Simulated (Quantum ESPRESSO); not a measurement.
Here is a Quantum ESPRESSO 7.5 calculation.

Contents of pw.in:

```
&CONTROL
  calculation = 'scf'
  prefix = 'pwscf'
  outdir = './tmp'
  pseudo_dir = './pseudo'
  tprnfor = .true.
  tstress = .true.
  disk_io = 'low'
/
&SYSTEM
  ibrav = 0
  celldm(1) = 8
  nat = 4
  ntyp = 2
  ecutwfc = 45
  ecutrho = 360
  nbnd = 31
  occupations = 'smearing'
  smearing = 'fd'
  degauss = 0.00367493
/
&ELECTRONS
  conv_thr = 8d-10
  electron_maxstep = 120
  mixing_beta = 0.5
/
ATOMIC_SPECIES
Pt   195.0840 pt_pbesol_v1.4.uspp.F.UPF
Te   127.6000 te_pbesol_v1.uspp.F.UPF
CELL_PARAMETERS alat
  0.4680771595442   0.2702444740694   1.5734411227369
 -0.4680771595442   0.2702444740694   1.5734411227369
  0.0000000000000  -0.5404889481388   1.5734411227369
ATOMIC_POSITIONS crystal
Pt     0.1296666667    0.1296666667    0.1296666667
Pt     0.8703333333    0.8703333333    0.8703333333
Te     0.4020000000    0.4020000000    0.4020000000
Te     0.5980000000    0.5980000000    0.5980000000
K_POINTS automatic
8 8 8 0 0 0
```

File pp_density.in:

```
&INPUTPP
  prefix = 'pwscf'
  outdir = './tmp'
  filplot = 'density.dat'
  plot_num = 0
/
&PLOT
  nfile = 1
  filepp(1) = 'density.dat'
  iflag = 3
  output_format = 6
  fileout = 'density.cube'
/
```

pp_potential.in

```
&INPUTPP
  prefix = 'pwscf'
  outdir = './tmp'
  filplot = 'potential.dat'
  plot_num = 11
/
&PLOT
  nfile = 1
  filepp(1) = 'potential.dat'
  iflag = 3
  output_format = 6
  fileout = 'potential.cube'
/
```

Potentials or basis: GBRV 1.5 PBEsol.

Command:

```bash
$ OMP_NUM_THREADS=1 mpirun -n 2 pw.x -nk 2 -in pw.in > pw.out
$ OMP_NUM_THREADS=1 mpirun -n 1 pp.x -in pp_density.in > pp_density.out
$ OMP_NUM_THREADS=1 mpirun -n 1 pp.x -in pp_potential.in > pp_potential.out
```

Predict the largest force.

0.443 eV/Å.

What does it give for the band gap on the k mesh?

None (metal or under the smearing width).

Forces in eV/Å, atoms in the order of the input:
```
Pt   0.000  0.000  0.443
Pt   0.000  0.000 -0.443
Te   0.000  0.000 -0.341
Te   0.000  0.000  0.341
```

The run has no spin-orbit coupling, so splittings on Pt, Te are missing.
